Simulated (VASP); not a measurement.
Wanted: the native input for a VASP 6.6.1 run.

* Task: relaxation of cell and atoms
* Functional: PBE
* Potentials or basis: VASP PAW PBE potentials, release 64 (Al, O)
* Cutoff: 600 eV
* k mesh: 7 × 7 × 3
* Occupations: fermi-dirac, width 0.05 eV
* Spin: no spin polarisation
* Target pressure: 2 GPa
* Further INCAR settings: ALGO = Fast; EDIFF = 1e-06; IBRION = 2; EDIFFG = -0.005; NSW = 60; ISIF = 3
* Target pressure: 2 GPa

The structure of Al2O3 lies in POSCAR:

```
Al2O3
1.0
    3.0174825440      0.0000000000      0.0000000000
   -1.5087412720      2.6132165386      0.0000000000
    0.0000000000      0.0000000000      7.5746360022
Al O
2 3
Direct
    0.0000000000      0.0000000000      0.7220490000
    0.0000000000      0.0000000000      0.2779510000
    0.0000000000      0.0000000000      0.5000000000
    0.6666666667      0.3333333333      0.8005460000
    0.3333333333      0.6666666667      0.1994540000
```

Measurements of this composition are mostly on another form, of space group No. 167.

The input as run:

INCAR

```
  PREC = Accurate
  ENCUT = 600
  EDIFF = 1E-6
  ISMEAR = -1
  SIGMA = 0.05
  LREAL = False
  LASPH = True
  NELM = 100
  ALGO = Fast
  ISIF = 3
  LWAVE = False
  LCHARG = False
  GGA = PE
  IBRION = 2
  NSW = 60
  EDIFFG = -0.005
  PSTRESS = 20
```

KPOINTS

```
regular mesh
0
Gamma
  7 7 3
```

Potentials or basis: VASP PAW PBE potentials, release 64 (Al, O).

Launch:

```console
$ cat potpaw_PBE.64/Al/POTCAR potpaw_PBE.64/O/POTCAR > POTCAR
$ mpirun -np 1 vasp_std > vasp.out
```

It gave:

```yaml
Relaxed_volume: 11.63 Å³/atom
Relaxed_cell: a = 2.997 Å, b = 2.997 Å, c = 7.472 Å, α = 90.00°, β = 90.00°, γ = 120.00°
Space_group_after_relaxing_to_0.05_Å: P-3m1 (No. 164)
Energy_change_on_relaxing_the_enthalpy_is_what_falls: +1.9 meV/atom
Ionic_steps: 20
Pressure_after_relaxing: 2.0 GPa
Largest_force_after_relaxing: 0.003 eV/Å
Band_gap_on_the_k_mesh: 2.39 eV, direct
```

Caveat: the cell is relaxed towards a set pressure, so the enthalpy falls and the energy may rise.

It took 3.6 min on 1 thread of Intel(R) Xeon(R) Platinum 8488C (Sapphire Rapids), with other jobs on the host, peak memory 0.19 GiB.
